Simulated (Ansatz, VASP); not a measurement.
## One calculation of Hf, two programs

```
CELL_PARAMETERS angstrom
-1.76847 1.76847 1.76847
1.76847 -1.76847 1.76847
1.76847 1.76847 -1.76847
ATOMIC_POSITIONS crystal
Hf 0.00000 0.00000 0.00000
```

Change from the starting cell: volume scaled by 0.9405, PAW files.

Alike in both runs: task electric field gradients; functional PBEsol; k mesh 14 × 14 × 14; occupations fermi-dirac, width 0.05 eV; no spin polarisation.

|  | VASP | Ansatz |
| --- | --- | --- |
| version | VASP 6.6.1 | Ansatz 0.2.0 |
| potentials or method | VASP PAW PBE potentials, release 64 (Hf_pv) | PAW with Ansatz's default frozen-core files, scalar-relativistic |
| plane-wave cutoff (eV) | 520 | 420 |
| valence electrons in the cell | 10 | 26 |

VASP gave:

- pressure (GPa): -4.2
- Vzz of the field gradient on the site that differs most (V/Å²): 0.0

Estimate Ansatz's values.

pressure (GPa): -4.0; Vzz of the field gradient on the site that differs most (V/Å²): 0.0.

The two sets of potentials don't hold the same shells in valence. Ansatz warned: «gradients_without_spin_orbit».

Caveats: the PAW data sets were made with another functional, which shifts forces and pressure a little (VASP). Spin-orbit coupling is left out, which matters for the levels of Hf.
